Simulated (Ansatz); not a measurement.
**Zn: band structure with PBEsol**

Zn:

```
CELL_PARAMETERS angstrom
-1.56904 1.56904 1.56904
1.56904 -1.56904 1.56904
1.56904 1.56904 -1.56904
ATOMIC_POSITIONS crystal
Zn 0.00000 0.00000 0.00000
```

This isn't the form of Zn at room conditions, which is hcp.

```json
{"Program": "Ansatz 0.2.0", "Task": "band structure", "Functional": "PBEsol", "Potentials or basis": "all-electron LAPW, inner shells corrected to Dirac's equation", "Cutoff": "253 eV (chosen from the basis error)", "Basis error allowed": "0.001 eV/atom", "k mesh": "12 × 12 × 12", "Occupations": "fermi-dirac, width 0.05 eV", "Spin": "no spin polarisation"}
```

The pressure is -5.2 GPa and the band gap along the path is none (metal or under the smearing width).

Levels at the corners of the path, in eV from the Fermi level:
| point | band 6 | band 7 | band 8 | band 9 | band 10 | band 11 | band 12 | band 13 | band 14 |
| --- | --- | --- | --- | --- | --- | --- | --- | --- | --- |
| Γ | -7.66 | -7.66 | -7.66 | -7.16 | -7.16 | 18.95 | 18.95 | 18.95 | 20.42 |
| H | -8.22 | -6.91 | -6.91 | -6.91 | 4.17 | 4.17 | 4.17 | 7.46 | 8.55 |
| N | -7.96 | -7.19 | -7.13 | -6.83 | -2.62 | -0.96 | 11.23 | 12.59 | 15.17 |
| Γ | -7.66 | -7.66 | -7.66 | -7.16 | -7.16 | 18.95 | 18.95 | 18.95 | 20.42 |
| P | -7.77 | -7.77 | -7.12 | -7.12 | 1.88 | 2.31 | 2.31 | 2.31 | 31.08 |
| H | -8.22 | -6.91 | -6.91 | -6.91 | 4.17 | 4.17 | 4.17 | 7.46 | 8.55 |

It took 3.9 s on 1 thread of Arm Neoverse V2, on a shared host, peak memory 0.24 GiB.
